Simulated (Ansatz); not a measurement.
# PbTe: moving Pb off its site

PbTe, Fm-3m, a = 6.454 Å (as given, not relaxed at this level: 2.3 GPa). Ansatz: PBE, PAW, 420 eV, Γ-centred 8×8×8 mesh on 2 atoms, Gaussian smearing 0.05 eV; no spin polarisation.

```yaml
crystal:
  lattice:
    - [0.00000, 3.22700, 3.22700]
    - [3.22700, 0.00000, 3.22700]
    - [3.22700, 3.22700, 0.00000]
  atoms:
    - { symbol: Te, position: [0.50000, 0.50000, 0.50000] }
    - { symbol: Pb, position: [0.00000, 0.00000, 0.00000] }
```

Atom 2 (Pb) moves by x along the unit vector (0.000, 0.000, 1.000), with its periodic images; all else is held. y is the free energy of the cell over the start, F the force along the path summed over the moved atoms. Symmetry makes y even in x.

```
  x (Å) y (meV) F (eV/Å)
-0.5000    287.9      1.88
-0.2500     35.1      0.39
 0.0000      0.0      0.00
 0.0625      1.3     -0.04
 0.1250      6.0     -0.11
 0.1875     16.2     -0.22
 0.3125     66.6     -0.63
 0.3750        ?         ?
 0.4375    187.3     -1.36
```

Q: Fit y = c2 x² + c4 x⁴ to the energies of the other rows, give the force constant, and predict energy and force of the missing row.

A: Least squares on the rows shown. y = 376.60 x² + 3111.1 x⁴. The force constant is 2 c2 = 0.753 eV/Å², for the cell as given, at 2.3 GPa (for all images moving together, not for a lone atom). With two atoms in a cubic cell this is the optical mode at Γ without the LO field: ω = 521.5 √(2 c2/μ) = 51 cm⁻¹ for μ = 78.97 u. The force −dy/dx at the missing row is -0.94 eV/Å (computed -0.95). With a term in x⁶ added, the coefficient of x² becomes 338.7, 10 % less, which shows how far this figure hangs on the form. At x = 0.3750 the fit asked for gives 114.5 meV. The run gave 115.6 meV, so the fit is 1.1 meV too low, within twice the rms miss on the fitted rows (0.7 meV).

Spin–orbit coupling is left out, which can shift energies with elements as heavy as these.